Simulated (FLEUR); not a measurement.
Crystal: Se.

```
Se
1.0
     4.36620    0.00000    0.00000
    -2.18310    3.78124    0.00000
     0.00000    0.00000    4.95360
Se
3
Direct
  0.77460 0.77460 0.00000
  0.00000 0.22540 0.66667
  0.22540 0.00000 0.33333
```

Base run:

```yaml
Program: FLEUR MaX-R8.1 (later development tree)
Functional: LDA
Potentials_or_basis: all-electron
Basis: FLAPW
Kmax: 4.71 1/bohr
k_mesh: 7 × 7 × 6
Occupations: fermi-dirac, width 0.05 eV
Spin: no spin polarisation
```

Its results: band gap on the k mesh 1.10 eV, indirect (least direct gap 1.41 eV).

The run is repeated on the same cell with these changes: functional from LDA to r2SCAN. What comes out?

Band gap on the k mesh 1.46 eV, indirect (least direct gap 1.71 eV).

r2SCAN gives the wider gap, since meta-GGAs in the generalised Kohn-Sham scheme recover part of the derivative discontinuity.

Caveats: the mesh misses the band edges, which the band path finds closer together; the meta-GGA is that of a development version, with a GGA for the radial functions and cores and without core tails (some runs).
